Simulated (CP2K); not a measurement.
# Pt: band structure with TB-mBJ

Crystal: Pt.

```
Pt
1.0
     2.77313    0.00000    0.00000
     1.38657    2.40160    0.00000
     1.38657    0.80053    2.26425
Pt
1
Direct
  0.00000 0.00000 0.00000
```

| Quantity | Value |
| --- | --- |
| Program | CP2K 2026.2 |
| Task | band structure |
| Functional | TB-mBJ |
| Potentials or basis | POTENTIAL_UZH Pt GTH-PBE-q18; TZVP-MOLOPT-PBE-GTH basis |
| Density cutoff | 9184 eV |
| k mesh | 12 × 12 × 12 |
| Occupations | fermi-dirac, width 0.05 eV |
| Spin | no spin polarisation |
| SCF solver | diagonalisation with k points |
| Quickstep method | GPW |
| EPS_DEFAULT | 1.0E-9 |
| EPS_SCF | 1.0E-6 |
| MAX_SCF | 100 |
| SCF_GUESS | ATOMIC |
| k points reduced by the point group | yes |
| Mesh centred on Gamma | yes |
| CHOLESKY | OFF |
| EPS_EIGVAL | 1.0E-7 |
| MIXING METHOD | BROYDEN_MIXING |
| MIXING ALPHA | 0.4 |
| NBUFFER | 8 |
| NGRIDS | 4 |
| Basis sets | Pt TZVP-MOLOPT-PBE-GTH-q18 |
| Potentials | Pt GTH-PBE-q18 of POTENTIAL_UZH |
| ADDED_MOS | [11] |
| Points a segment of the path (NPOINTS) | 6 |
| Bands added on the path | 6 |
| REL_CUTOFF (Ry) | 60 Ry |
| MIXING BETA (1/bohr) | 1.5 1/bohr |
| CUTOFF of the grids | 675 Ry |

* Band gap on the k mesh: none (metal or under the smearing width)

Levels at the corners of the path, in eV from the Fermi level:
```csv
point,band 7,band 8,band 9,band 10,band 11,band 12
Γ,-3.77,-3.77,-1.71,-1.71,16.24,21.20
X,-0.09,0.50,0.50,2.02,9.01,11.72
W,-4.49,-2.05,0.50,7.28,8.51,8.51
K,-2.78,-1.39,-0.17,5.95,6.91,10.31
Γ,-3.77,-3.77,-1.71,-1.71,16.24,21.20
L,-3.87,-0.22,0.01,0.01,5.98,16.09
U,-2.78,-1.39,-0.17,5.95,6.91,10.31
W,-4.49,-2.05,0.50,7.28,8.51,8.51
L,-3.87,-0.22,0.01,0.01,5.98,16.09
K,-2.78,-1.39,-0.17,5.95,6.91,10.31
U,-2.78,-1.39,-0.17,5.95,6.91,10.31
X,-0.09,0.50,0.50,2.02,9.01,11.72
```

It took 110 s on 2 threads of Arm Neoverse V2, with other jobs on the host, peak memory 0.27 GiB.

Caveat: this is a model potential without an energy functional, so only levels have meaning; spin-orbit coupling is left out, which moves the levels of the heavy elements; the basis of atomic orbitals isn't converged, which shifts pressures, moduli and gaps.
